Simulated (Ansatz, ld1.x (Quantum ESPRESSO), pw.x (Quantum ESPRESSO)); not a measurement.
**Equation-of-state test of one RRKJ potential (H (Z = 1))**

hydrogen (H), norm-conserving RRKJ (Kleinman–Bylander form), made with ld1.x (Quantum ESPRESSO) 7.5 (PBE, scalar-relativistic). Core none, reference 1s1. Waves: 1s (bound): rc 1.35 bohr; 2p channel at 0.2 Ry: rc 1.25 bohr. Local part: all-electron potential smoothed inside 1.30 bohr (lloc = -2). Core correction: none. rho0 = 0.005.

Crystal test: diamond H in pw.x 7.5, no spin, 15³ k-points, Fermi–Dirac smearing 0.01 Ry, cutoffs 110/440 Ry. The reference is all-electron LAPW (Ansatz 0.2.0) with the same functional, mesh and smearing; V0 and B0 come from Birch–Murnaghan fits to the pressures at five volumes. Errors are pseudo minus all-electron; Δ is the rms difference of the E(V) curves that follow from these fits, minima aligned, over ±6 % about the mean V0. Mesh and smearing are coarse, so the numbers serve the comparison and aren't converged zero-temperature values; the lattice is a test structure that the element need not adopt.

| V (Å³/atom) | P all-electron (GPa) | P pseudo (GPa) |
| --- | --- | --- |
| 3.256 | 4.83 | 4.66 |
| 3.341 | 2.18 | 2.08 |
| 3.427 | -0.21 | -0.24 |
| 3.513 | -2.36 | -2.33 |
| 3.598 | -4.29 | -4.21 |

All-electron: a0 = 3.013 Å (V0 = 3.42 Å³/atom), B0 = 91.2 GPa.

Pseudopotential: mean pressure error (GPa): -0.04; a0 (Å): 3.013; a0 error (%): -0.01; B0 error (%): -2.7; Δ (meV/atom): 0.1. The largest radius (1.35 bohr) exceeds half the bond length (1.23 bohr), so the spheres overlap, which is one possible source of error among others.

At the middle volume, how do free energy and pressure move when the wave cutoff is lowered (ecutrho kept at four times it)?

| cutoff (Ry) | shift of F (meV/atom) | shift of P (GPa) |
| --- | --- | --- |
| 50 | +1125.8 | -72.77 |
| 66 | +354.1 | -62.97 |
| 88 | +15.9 | -7.97 |

The run at the middle volume (120 k-points, 6 iterations) took about 8.1 s on one core of a shared host (Neoverse-V1, 32 threads, 247 GiB, load 14).
